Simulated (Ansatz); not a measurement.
# Σ5 (210) boundary in fcc Ag with S (substitutional): structure and resistance, part 2 of 2

Aim: the relaxed structure and the specific resistance of the Σ5 (210) boundary in fcc Ag with S (substitutional).

Ansatz 0.2.0; Ansatz plane-wave DFT, PBE, PAW files; relaxation of a bicrystal slab with its lowest layers held; PAW set soft_1 (the session's first sound run).

So far. Step 2 (Relaxing the bicrystal): The largest force component on a free atom ends at 0.0083 eV/Å, under the tolerance of 0.03, after 8 steps.

## Step 3: Transmission across the boundary

Bulk layers of each grain are laid under and over the relaxed boundary, and a lead is named in the middle of each, away from the free faces. The mesh across the current, 18×18, is finer than the density's, because channels open and close sharply across the zone. Energies from -0.1 to 0.1 eV in steps of 0.05 eV are too few for the program's thermal sum, so it prints no conductance; for a metal the transmission near the Fermi level serves, at a fraction of the cost.

This step: Ansatz plane-wave DFT, PBE, PAW files; ballistic transport by layer matching (Landauer), zero bias; boundary relaxed in a short slab, bulk layers laid on; PAW set soft_1 (Ansatz 0.2.0).

System of this step: Σ5 (210) boundary in fcc Ag with S (substitutional). The cell holds 47 atoms: 46 Ag and 1 S. Cell: a = 5.005 Å, b = 4.086 Å, c = 50.881 Å, α = 90.0°, β = 90.0°, γ = 65.9°. It derives from Ag. Regions: lower grain, 19 atoms (19 Ag); boundary, 13 atoms (12 Ag and 1 S); upper grain, 15 atoms (15 Ag). Vacuum lies along c.

Input file input.yaml:

```yaml
crystal:
  lattice:
    - [5.0045524935, 0.0, 0.0]
    - [1.6681841645, 3.7301731908, 0.0]
    - [0.0, 0.0, 50.8809887245]
  atoms:
    - { symbol: Ag, position: [-14.9999999996, 7.4999999997, 0.0786148245] }
    - { symbol: Ag, position: [-14.3999999997, 7.1999999998, 0.096572457] }
    - { symbol: Ag, position: [-13.7999999997, 6.8999999998, 0.1145300895] }
    - { symbol: Ag, position: [-13.1999999997, 6.5999999998, 0.132487722] }
    - { symbol: Ag, position: [-12.5999999997, 6.2999999998, 0.1504453545] }
    - { symbol: Ag, position: [-11.9999999997, 5.9999999998, 0.168402987] }
    - { symbol: Ag, position: [-11.3999999997, 5.6999999998, 0.1863606195] }
    - { symbol: Ag, position: [-10.7999999997, 5.3999999998, 0.2043182521] }
    - { symbol: Ag, position: [-10.1999999998, 5.0999999998, 0.2222758846] }
    - { symbol: Ag, position: [-9.5999999998, 4.7999999998, 0.2402335171] }
    - { symbol: Ag, position: [-8.9999999998, 4.4999999999, 0.2581911496] }
    - { symbol: Ag, position: [-8.3999999998, 4.1999999999, 0.2761487821] }
    - { symbol: Ag, position: [-7.7999999998, 3.8999999999, 0.2941064146] }
    - { symbol: Ag, position: [-7.1999999998, 3.5999999999, 0.3120640471] }
    - { symbol: Ag, position: [-6.5999999998, 3.2999999999, 0.3300216796] }
    - { symbol: Ag, position: [-5.9999999998, 2.9999999999, 0.3479793121] }
    - { symbol: Ag, position: [-5.3999999999, 2.6999999999, 0.3659369446] }
    - { symbol: Ag, position: [-4.7999999999, 2.3999999999, 0.3838945771] }
    - { symbol: Ag, position: [-4.1999999999, 2.0999999999, 0.4018522096] }
    - { symbol: Ag, position: [0.4000000001, 0.7999999999, 0.4198098421] }
    - { symbol: Ag, position: [0.0029044675, 0.4985477663, 0.4391441822] }
    - { symbol: Ag, position: [0.6090241053, 0.1954879474, 0.4576640907] }
    - { symbol: Ag, position: [0.2217330286, 0.8891334857, 0.4754306577] }
    - { symbol: Ag, position: [0.8211877084, 0.5894061458, 0.4945005546] }
    - { symbol: Ag, position: [0.409539476, 0.295230262, 0.514482688] }
    - { symbol: S, position: [-0.0460677668, 0.0230338834, 0.5309056571] }
    - { symbol: Ag, position: [0.7019204553, 0.6490397724, 0.5581928324] }
    - { symbol: Ag, position: [0.1187490423, 0.9406254788, 0.5788390593] }
    - { symbol: Ag, position: [0.510046117, 0.2449769415, 0.5954890879] }
    - { symbol: Ag, position: [-0.1001969952, 0.5500984976, 0.6145008445] }
    - { symbol: Ag, position: [0.3020720857, 0.8489639572, 0.6329032541] }
    - { symbol: Ag, position: [0.6992739792, 0.1503630104, 0.6520206879] }
    - { symbol: Ag, position: [-4.9007260208, 2.4503630104, 0.6699783204] }
    - { symbol: Ag, position: [-5.5007260208, 2.7503630104, 0.6879359529] }
    - { symbol: Ag, position: [-6.1007260208, 3.0503630104, 0.7058935854] }
    - { symbol: Ag, position: [-6.7007260208, 3.3503630104, 0.7238512179] }
    - { symbol: Ag, position: [-7.3007260208, 3.6503630104, 0.7418088504] }
    - { symbol: Ag, position: [-7.9007260208, 3.9503630104, 0.7597664829] }
    - { symbol: Ag, position: [-8.5007260207, 4.2503630103, 0.7777241154] }
    - { symbol: Ag, position: [-9.1007260207, 4.5503630103, 0.7956817479] }
    - { symbol: Ag, position: [-9.7007260207, 4.8503630103, 0.8136393805] }
    - { symbol: Ag, position: [-10.3007260207, 5.1503630103, 0.831597013] }
    - { symbol: Ag, position: [-10.9007260207, 5.4503630103, 0.8495546455] }
    - { symbol: Ag, position: [-11.5007260207, 5.7503630103, 0.867512278] }
    - { symbol: Ag, position: [-12.1007260207, 6.0503630103, 0.8854699105] }
    - { symbol: Ag, position: [-12.7007260206, 6.3503630103, 0.903427543] }
    - { symbol: Ag, position: [-13.3007260206, 6.6503630103, 0.9213851755] }
kpoints:
  mp_grid: { grid: [7, 7, 1] }
hamiltonian:
  xc: pbe
  pseudopotentials: { kind: paw, azcp: { folder: soft_1 } }
scf:
  occupations: { method: fermi_dirac, width: 0.1 }
output:
  transmission:
    leads: [[10, 11], [38, 39]]
    kmesh: [18, 18]
    e_range: [-0.1, 0.1]
    de: 0.05
  write_potential: true
  write_density: true
  volumetric_format: npy
  elf: true
```

The run is started by

```sh
$ ansatz run input.yaml --threads 4 --pin off --max-ram 15360MiB --backend cpu --events-out ev --progress --plain --runs-dir out
```

Numbers of over 12 decimals in the logs are rounded to 6 here.

The log of the run:

```text
[...]
Crystal: 47 atoms, lattice volume = 949.839 Å³
Basis set: ecut = 420 eV, 18639 PW (Γ)
Bands: 528, of which v1, the nominal top of the filled ones, is band 440 counted from 1 (439 counted from 0)
Symmetry: 2 space group operations
[...]
k-points: 16 of 49 (time reversal used)
[...]
SCF iter   1: F=—  HF=-350078.566963 eV  |F-HF|=—  |Δ(HF+E_count)|=         —  Δρ=6.22e-2  dr2=4.50e1  ethr=3.10e-3  ⟨swp⟩=5.1  Hψ=26242  notcnv=0  defer=587
[...]
SCF iter  10: F=-350067.549936 eV  HF=-350067.549936 eV  |F-HF|=1.46e-8  |Δ(HF+E_count)|=   2.10e-8  Δρ=2.27e-6  dr2=4.66e-8  ethr=1.14e-11  ⟨swp⟩=11.2  Hψ=37842  notcnv=0
SCF 1 converged in 10 iterations: F = -350067.549936 eV  dr2 = 4.66e-8
[...]
transmission: 360 of 3549 steps passed
transmission: 718 of 3549 steps passed
[...]
transmission: 3549 of 3549 steps passed
WARN: The input density's exchange-correlation potential varies sharply where the density is thin. Do not read a vacuum level from v_tot or v_xc, or from such a field of the output density. On a cell that repeats whose density bears no net charge and no dipole along the vacuum's axis use v_es (v_loc + v_h of the components); under efield.dipole_correction with no amplitude use v_es + v_field, which holds any external [...]
SCF converged after 10 iterations
Free energy (F): -350067.549936 eV
[...]
Internal energy: -350067.133526 eV  (E = F + TS)
E sigma→0 (E₀):  -350067.341731 eV
Entropy (-TS):   -0.416411 eV (-8.860 meV/atom)
Fermi energy:    13.764109 eV
[...]
--- Band table (eV; the first three rows and the last of 16) ---
  k-point 0: bands = [... 436 lower, 15.1375, 15.4149, 15.4457, 15.5763, 15.6392, 15.6738, 15.7737, 15.8542, ... 84 higher]
  k-point 1: bands = [... 436 lower, 15.0669, 15.0854, 15.1858, 15.2325, 15.3530, 15.4071, 15.6061, 15.7193, ... 84 higher]
  k-point 2: bands = [... 436 lower, 14.3761, 14.4494, 14.4751, 14.5085, 14.6261, 14.6672, 14.7647, 14.8647, ... 84 higher]
  k-point 15: bands = [... 436 lower, 12.3513, 12.5546, 12.7014, 12.8333, 13.2780, 13.4520, 13.6309, 13.7829, ... 84 higher]
--- Transmission ---
  basis      : 165 plane waves across, 39 finite elements along
  points     : 91, standing for a mesh of 18 x 18
  energies   : 5 from -0.100000 to 0.100000 eV about the Fermi level, 0.050000 eV apart; the leads are filled to 0.000000 eV, and channels, transmission and decay are at 0.000000 eV
  crystal 0  : Ag3, at the sites [10, 11], period 2.7411 Å, over 18.27 Å; its Hamiltonian steps by up to 19.1 meV
    offset         : up to 0.0000 Å between an atom of the period and one for which it stands
    channels       : 2.151235e0 a spin
    conductance    : none, the energies end too early or step too widely for 300 K: set another output.transmission.e_range or a lower de, or, where they end at an eighth of basis.ecutwfc, a higher one
[...]
channels       : 2.138889e0 a spin
[...]
junction   : crystal 0 to crystal 1, 12.92 to 37.53 Å
    transmission   : 9.025631e-1 a spin
[...]
```

Wall time 18 min (4 threads of Arm Neoverse V1, shared host); peak memory 10 GiB.

This step gave:

```yaml
free_energy: -350067.5499 eV
energy_at_zero_smearing: -350067.3417 eV
fermi_energy: 13.76 eV
cell_area: 18.67 Å²
transmission_per_spin_nearest_the_fermi_level: 0.9026
open_channels_per_spin_nearest_the_fermi_level: 2.151
open_channels_per_spin_upper_lead: 2.139
step_of_the_lead_s_potential: 19.1 meV
step_of_the_upper_lead_s_potential: 38.5 meV
```

Per spin. Transmission, zone mean against energy, zero at the Fermi level:

```
energy (eV)  transmission, zone mean
    -0.1000                    0.901
    -0.0500                    0.904
     0.0000                    0.903
     0.0500                    0.902
     0.1000                    0.889
```

Per spin. Open channels, zone mean against energy, zero at the Fermi level:

```
energy (eV)  lead  upper lead
    -0.1000  2.11        2.13
    -0.0500  2.14        2.14
     0.0000  2.15        2.14
     0.0500  2.16        2.16
     0.1000  2.16        2.15
```

Transmission over k1 and k2. At 0.0000 eV from the Fermi level.

Ten even steps from '0' (0.26) to '9' (1.24):
```
005666500067666760
677777767997447997
899999888753335788
999999752455554257
788876434667664346
777776646777764667
777887647656746788
888898775335778988
888998763236789988
888987753357789888
788764765674678877
776646777764667777
764346676643467888
975245555425799999
888753335788899999
679974479976777777
006766676000566650
100566500100566500
```
Columns: k1 (b1) from -0.5 to 0.444; rows upwards: k2 (b2) from -0.5 to 0.444.

Open channels over k1 and k2. At 0.0000 eV from the Fermi level.

Ten even steps from '_' (1.00) to '@' (3.00):
```
++++@@@@@@@@@@++++++@@@@@@@@@@@@@@++
@@@@@@@@@@@@@@@@@@@@++++@@@@++++@@@@
@@@@@@@@@@@@@@@@@@++++______++++@@@@
@@@@@@@@@@@@@@@@@@____________@@@@@@
@@@@@@@@@@@@++++______________++++@@
++++++++++++++++____________++++++++
++++++++++++++++__________++++++++++
++++++++++++++____________++++++++++
++++++++++++++__________++++++++++++
++++++++++++____________++++++++++++
++++++++++++__________++++++++++++++
++++++++++____________++++++++++++++
@@@@++++______________++++@@@@@@@@@@
@@@@@@@@____________@@@@@@@@@@@@@@@@
@@@@@@++++______++++@@@@@@@@@@@@@@@@
@@@@@@++++@@@@++++@@@@@@@@@@@@@@@@@@
++++@@@@@@@@@@@@@@++++++@@@@@@@@@@++
++++++@@@@@@@@++++++++++@@@@@@@@++++
```
Columns: k1 (b1) from -0.5 to 0.444; rows upwards: k2 (b2) from -0.5 to 0.444.

Valence density in the ca plane at fractional y = 0.050, with atoms of Ag and S within 0.2 Å of it. It is the smooth field of the valence electrons, not physical close to the nuclei.

Ten steps, logarithmic in the rise over the least value, from '0' (0 e/Å³) to '9' (17 e/Å³), each cell a mean:
```
31136763100001111000233233213454210000122210
21258985200112110000134343211121100001245531
11268986211244320000123332100011110001478752
00146764111467631000112211000012321102589852
00123432112477631001121100000124542111367641
11111111011356421012332100000124653101133321
11111111111123211012332100000123442111111111
11111122221111111111232100000011221112211011
11111123321011233211111000000111111134421111
11111123321012465310000000002343111245531111
10000111111013576420011211114676311235431100
21001111100012466310123332125887411122221000
31112321000001233210134343225786310011111000
```
Columns run along c (16.0 Å, from fractional 0.37 to 0.68 of the cell), rows up along a (5.0 Å). Atoms in or near the plane, at fractional coordinates: Ag at (0.40, 0.80), S at (0.53, 0.95).

Electrostatic potential energy in the ca plane at fractional y = 0.050, with atoms of Ag and S within 0.2 Å of it. With pseudopotentials it is smooth inside the atoms' cores, unlike the true potential.

Ten even steps from '0' (-15 eV) to '9' (17 eV), each cell a mean:
```
58851015899999989999820001786324799999987899
79711312799988899999840003899888999999621268
99711511799732489999985247999999899998300027
99840004898300159999998899999987568998201017
99985458998200058999888999999973126998500048
99999999998511279998657899999962015899864589
99999998899876789997546899999985347999999999
99999986689999889998667999999998788987889999
99999874479998756899889999999988999863368999
99999976679997301489999999997546899731148999
99999998899996100379999899983001599842258999
79999999999997200489984247871010389986689999
59987678999998655799840003872000499999999999
```
Columns run along c (16.0 Å, from fractional 0.37 to 0.68 of the cell; values clipped at the 3rd and 97th percentile), rows up along a (5.0 Å). Atoms in or near the plane, at fractional coordinates: Ag at (0.40, 0.80), S at (0.53, 0.95).

ELF in the ca plane at fractional y = 0.050, with atoms of Ag and S within 0.2 Å of it. It is the smooth field of the valence electrons, not physical close to the nuclei.

Values, 7 rows by 16 columns, each cell a mean:
```
0.20 0.41 0.41 0.17 0.17 0.16 0.12 0.57 0.31 0.62 0.23 0.24 0.16 0.16 0.27 0.21
0.17 0.47 0.47 0.17 0.33 0.26 0.13 0.33 0.71 0.43 0.14 0.18 0.17 0.19 0.50 0.34
0.17 0.24 0.23 0.18 0.42 0.32 0.16 0.18 0.20 0.14 0.15 0.32 0.26 0.18 0.40 0.27
0.17 0.19 0.18 0.17 0.23 0.20 0.18 0.28 0.18 0.11 0.17 0.28 0.23 0.17 0.18 0.18
0.17 0.17 0.24 0.21 0.18 0.23 0.18 0.17 0.12 0.09 0.18 0.18 0.18 0.28 0.22 0.18
0.17 0.17 0.19 0.18 0.19 0.42 0.27 0.20 0.49 0.26 0.33 0.33 0.19 0.33 0.24 0.17
0.20 0.19 0.19 0.16 0.17 0.31 0.21 0.51 0.66 0.56 0.40 0.43 0.18 0.19 0.17 0.16
```
Columns run along c (16.0 Å, from fractional 0.37 to 0.68 of the cell), rows up along a (5.0 Å). Atoms in or near the plane, at fractional coordinates: Ag at (0.40, 0.80), S at (0.53, 0.95).

Over the solved energies the transmission per spin lies between 0.889 and 0.904, out of 2.15 channels of the lead on average (up to 2.16). The log calls the step of a lead's potential too much.

## Step 4: Specific resistance

This step: Ansatz plane-wave DFT, PBE, PAW files; ballistic transport by layer matching (Landauer), zero bias; specific resistance of the boundary; PAW set soft_1 (Ansatz 0.2.0).

This step gave:

```
area resistance                      : 1.554 fΩ m²
T over the leads' mean channel count : 0.4196
```

Averaged over the energies near the Fermi level, 42.0 % of the channels pass, which makes 1.55 fΩ m².

By hand, with T and the leads' channels N averaged over the energies near the Fermi level: RA = A (h/2e²)(1/T − ½[1/N₁ + 1/N₂]) = 18.67×10⁻²⁰ m² × 12 906 Ω × (1/0.8998 − ½[1/2.146 + 1/2.143]) = 1.55 fΩ m².

## Step 5: Outcome

| Property | Result |
| --- | --- |
| specific resistance of the boundary | 1.55 fΩ m² |
| share of channels that pass | 0.420 |

In words: The boundary has a specific resistance of 1.6 fΩ m². The boundary reflects 58 % of the channels; 1.6 fΩ m² is 16×10⁻¹² Ω·cm². That equals the resistance of 95 nm of bulk Ag at 300 K (measured 1.629 µΩ cm, CRC Handbook of Chemistry and Physics, 84th ed., 2003, Electrical Resistivity of Pure Metals). One S in 18.7 Å² of boundary is a high coverage. In the relaxation the upper grain slid sideways by about 0.5 Å, so the result belongs to the position that it found, not to the starting one. Each plane of this narrow cell holds one atom, so the solute fills a whole plane. One starting structure was relaxed; another shift or atom count at the boundary may lie lower. A lead's potential steps by up to 38 meV from period to period, which the log calls too much, so longer leads could move the result.

[Logs are printed without paths, hosts, clocks, repeated set-up lines and the standing remarks that a program may print on its own settings, such as how far it seeks lower states.]

[Hosts, paths, dates, database ids (printed as entryN), source tags and the programs' standing remarks are cut or masked in the printed files.]
